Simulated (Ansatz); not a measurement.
Runs of Ansatz 0.2.0 on TiSi2. The structure is hexagonal, space group P6/mmm (No. 191). The conventional cell has a = 4.375 Å, b = 4.375 Å, c = 2.561 Å, α = 90.00°, β = 90.00°, γ = 120.00°. Around Ti (site symmetry 6/mmm) lie 2 Ti at 2.56 Å and 12 Si at 2.83 Å. Si (site symmetry -6m2) has 5 Si at 2.53 to 2.56 Å and 6 Ti at 2.83 Å as nearest neighbours. The cell was built by a generator and needn't be a form met in nature.

| share of exact exchange | gap on the mesh (eV) | pressure (GPa) |
| --- | --- | --- |
| 0.1 | none | -0.9 |
| 0.3 | none | -2.7 |
| 0.2 | none | (c) |
| 0.05 | none | -0.2 |
| 0.5 | none | (a) |
| 0.4 | none | -3.6 |
| 0.15 | none | -1.4 |
| 0.25 | none | (b) |

Alike in all rows: task single point; level HSE06 form with a typed share of exact exchange; potentials or basis Ansatz PAW; no spin polarisation; cell as given; k mesh 4 × 4 × 5; cutoff (eV) 420; smearing fermi-dirac 0.05 eV; the mesh is coarse, so values aren't converged.

Q: Fill in the values left out.

A: (a) -4.6; (b) -2.3; (c) -1.9.

Caveats: all runs use coarse meshes; the PAW data sets come from PBE, with cores solved anew for the run's functional, which leaves a small shift of forces and pressure; the thresholds are loose for stress.

A gap of «none» marks a metal or a gap under the smearing width.
